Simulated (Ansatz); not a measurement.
# Ti3Al: the cost of one run

Method: DFT PBE, scalar-relativistic, plane waves, PAW, in Ansatz 0.2.0.

The COD entry's cell or inner coordinates are ideal or old and differ from later refinements, so a difference from it is no clean test against experiment.

1 further run of the same task is left out (set aside as unsound or not needed).

### 1 Starting point

It takes space group P6_3/mmc (No. 194, hexagonal). The conventional cell has a = 5.755 Å, b = 5.755 Å, c = 4.654 Å, α = 90.00°, β = 90.00°, γ = 120.00°. Ti (site symmetry mm2) is surrounded by 8 Ti at 2.82 to 2.93 Å and 4 Al at 2.84 to 2.88 Å. Al (site symmetry -6m2) has 12 Ti at 2.84 to 2.88 Å as nearest neighbours.

Structure file:

```
Ti Al
1.0
     5.75534    0.00000    0.00000
    -2.87767    4.98427    0.00000
     0.00000    0.00000    4.65414
Ti Al
6 2
Cartesian
  4.2896 0.8463 1.1635
  1.4119 4.1380 3.4906
  2.8777 3.2917 1.1635
  -1.4119 4.1380 3.4906
  1.4658 0.8463 1.1635
  0.0000 1.6925 3.4906
  0.0000 3.3228 1.1635
  2.8777 1.6614 3.4906
```

This cell was relaxed beforehand with the same method: volume 16.69 Å³/atom, gap on the mesh none (metal).

### 2 Zero of energy

Reference values: F = -16075.2770 eV; pressure 0.05 GPa; largest force 0.006 eV/Å; gap on the mesh none (metal). It was computed beforehand with the settings of the runs below.

### 3 The scan: a two-dimensional strain map

The cell is strained by p along both x and y and by q along z, with fractional coordinates fixed.

### 4 p = -0.050, q = -0.050

File input.yaml:

```yaml
crystal:
  lattice:
    - [5.4675715247, 0.0, 0.0]
    - [-2.7337857623, 4.7350558374, 0.0]
    - [0.0, 0.0, 4.4214311925]
  atoms:
    - { symbol: Ti, position: [0.8302113742, 0.1697886258, 0.25] }
    - { symbol: Ti, position: [0.6604227485, 0.8302113742, 0.75] }
    - { symbol: Ti, position: [0.8302113742, 0.6604227485, 0.25] }
    - { symbol: Ti, position: [0.1697886258, 0.8302113742, 0.75] }
    - { symbol: Ti, position: [0.3395772515, 0.1697886258, 0.25] }
    - { symbol: Ti, position: [0.1697886258, 0.3395772515, 0.75] }
    - { symbol: Al, position: [0.3333333333, 0.6666666667, 0.25] }
    - { symbol: Al, position: [0.6666666667, 0.3333333333, 0.75] }
basis:
  ecutwfc: 420
kpoints:
  mp_grid: { grid: [12, 12, 8] }
hamiltonian:
  xc: pbe
scf:
  occupations: { method: gaussian, width: 0.15 }
output:
  forces: true
  stress: true
  eigenvalues: true
```

Run with:

```bash
$ ansatz run input.yaml --threads 2 --pin off --max-ram 5120MiB --backend cpu --events-out ev --progress --plain --runs-dir out
```

**Question.** How long does this run take on 2 threads of Intel Xeon at 2.70GHz, shared host, and how much memory does it need?

About 21 s, with a peak of 0.68 GiB.
